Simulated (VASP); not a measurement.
Wanted: the native input for a VASP 6.6.1 run.

| Item | Value |
| --- | --- |
| Task | single point |
| Functional | PBE |
| Potentials or basis | VASP PAW PBE potentials, release 64 (Gd, N) |
| Cutoff | 520 eV |
| k mesh | 8 × 8 × 6 |
| Occupations | fermi-dirac, width 0.05 eV |
| Spin | collinear spin, ferromagnetic start |
| Starting moments | [7.0, 7.0, 0.0, 0.0] μB |
| Hubbard terms | Gd f U = 6 eV |
| Further INCAR settings | ALGO = All; EDIFF = 1e-06 |

The structure of GdN lies in POSCAR:

```
GdN
1.0
    2.5050000000     -2.5050000000      0.0000000000
    2.5050000000      2.5050000000      0.0000000000
    0.0000000000      0.0000000000      5.0100000000
Gd N
2 2
Direct
    0.0000000000      0.0000000000      0.0000000000
    0.5000000000      0.5000000000      0.5000000000
    0.5000000000      0.5000000000      0.0000000000
    0.0000000000      0.0000000000      0.5000000000
```

The cell comes from a database or a generator and needn't be the stable form of this composition.

These files were run (other wordings do the same):

INCAR

```
PREC     = Accurate       # precision mode
ENCUT    = 520            # plane-wave cutoff, eV
EDIFF    = 1E-6           # SCF threshold, eV
ISMEAR   = -1             # smearing method
SIGMA    = 0.05           # smearing width, eV
LREAL    = F              # projectors in reciprocal space
LASPH    = T              # aspherical terms in the spheres
NELM     = 300            # most SCF steps
ALGO     = All            # electronic algorithm
ISIF     = 2              # what is computed and relaxed
LWAVE    = F              # write WAVECAR
LCHARG   = F              # write CHGCAR
ISPIN    = 2              # spin polarisation
MAGMOM   = 7 7 0 0        # initial moments
LORBIT   = 11             # projections on sites
LMAXMIX  = 6              # l up to which the mixer works
LDAU     = T              # DFT+U
LDAUTYPE = 2            
LDAUL    = 3 -1           # shell
LDAUU    = 6 0            # U, eV
LDAUJ    = 0 0          
LDAUPRINT= 1            
GGA      = PE             # functional
```

KPOINTS

```
regular mesh
0
Gamma
  8 8 6
```

Potentials or basis: VASP PAW PBE potentials, release 64 (Gd, N).

Launch:

```bash
$ cat potpaw_PBE.64/Gd/POTCAR potpaw_PBE.64/N/POTCAR > POTCAR
$ mpirun -np 1 vasp_std > vasp.out
```

Results of the run:

```
Pressure                                              : -0.4 GPa
Band gap on the k mesh                                : none (metal or under the smearing width)
Net moment                                            : 14.00 μB per cell
Site moments                                          : Gd +6.87; N -0.11 μB
Valence electrons inside the program's atomic spheres : Gd 15.21; N 3.63
```

Caveat: spin-orbit coupling is left out, which moves the levels of the heavy elements.

It took 20 min on 1 thread of Intel(R) Xeon(R) Platinum 8559C (Emerald Rapids), on a shared host, peak memory 0.58 GiB.
